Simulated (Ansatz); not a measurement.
Runs of Ansatz 0.2.0 on Nb. It takes space group Im-3m (No. 229, cubic). The conventional cell has a = 3.328 Å, b = 3.328 Å, c = 3.328 Å, α = 90.00°, β = 90.00°, γ = 90.00°. Around Nb (site symmetry m-3m) lie 8 Nb at 2.88 Å. 

| task | level | potentials or basis | spin | k mesh | cutoff (eV) | smearing | gap on the mesh (eV) | pressure (GPa) |
| --- | --- | --- | --- | --- | --- | --- | --- | --- |
| single point | PBE | all-electron LAPW, scalar-relativistic | off | 11 × 11 × 11 | 217 | gaussian 0.011 eV | none | -1.8 |
| band structure | BLYP | all-electron LAPW, scalar-relativistic | off | 11 × 11 × 11 | 216 | fermi-dirac 0.05 eV | - | 4.1 |
| band structure | LDA | all-electron LAPW, scalar-relativistic | off | 11 × 11 × 11 | 216 | fermi-dirac 0.05 eV | - | -11.6 |
| band structure | PBE | all-electron LAPW, relativistic spinors | SOC, no magnetisation | 8 × 8 × 8 | 220 | fermi-dirac 0.05 eV | - | -2.3 |
| single point | PBE | all-electron LAPW, scalar-relativistic | off | 11 × 11 × 11 | 217 | gaussian 0.025 eV | none | (b) |
| band structure | PBEsol+D3(BJ) | all-electron LAPW, scalar-relativistic | non-collinear, ferromagnetic start | 8 × 8 × 8 | 217 | gaussian 0.01 eV | - | (a) |

Alike in all rows: cell as given; basis error allowed 0.001 eV/atom.

Problem. Estimate the missing entries.

Solution. (a) -14.4; (b) -1.7.

Caveats: the k mesh is thin for a metal, which can move the energy by tens of meV per atom (some runs); pairwise dispersion overbinds metals, which lowers pressure and volume (some runs); the starting moments weren't kept (some runs).

A k mesh can miss the band edges, and rows without SOC leave out spin-orbit coupling on Nb.

A gap of «none» marks a metal or a gap under the smearing width.
